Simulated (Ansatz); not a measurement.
Yb:

```xyz
1
Lattice="0.0000 2.7431 2.7431 2.7431 0.0000 2.7431 2.7431 2.7431 0.0000" Properties=species:S:1:pos:R:3 pbc="T T T"
Yb    0.0000    0.0000    0.0000
```

Base run:

```yaml
Program: Ansatz 0.2.0
Functional: LDA
Potentials_or_basis: Ansatz PAW
Cutoff: 420 eV
Density_cutoff: 1680 eV
k_mesh: 8 × 8 × 8
Occupations: gaussian, width 0.02 eV
Spin: collinear spin, ferromagnetic start
Starting_moments: "[1.0] μB"
```

Its results: band gap on the k mesh none (metal or under the smearing width); pressure -4.5 GPa; net moment 0.00 μB per cell.

**Question.** After a change of settings the same cell gave: band gap on the k mesh none (metal or under the smearing width); pressure -1.0 GPa; net moment 0.02 μB per cell. Which change was it?
A. functional from LDA to PBE; occupations from gaussian, width 0.02 eV to fermi-dirac, width 0.05 eV
B. functional from LDA to RPBE
C. functional from LDA to PBEsol; occupations from gaussian, width 0.02 eV to gaussian, width 0.1 eV

**Answer.** B.

RPBE binds less tightly than LDA, so the same cell stands under more pressure.

Caveats: spin-orbit coupling is left out, which moves the levels of the heavy elements; the PAW data sets come from PBE, with cores solved anew for the run's functional, which leaves a small shift of forces and pressure; the potentials were made for another functional, which shifts forces and pressure (some runs).

Not every run made on this cell is shown here.
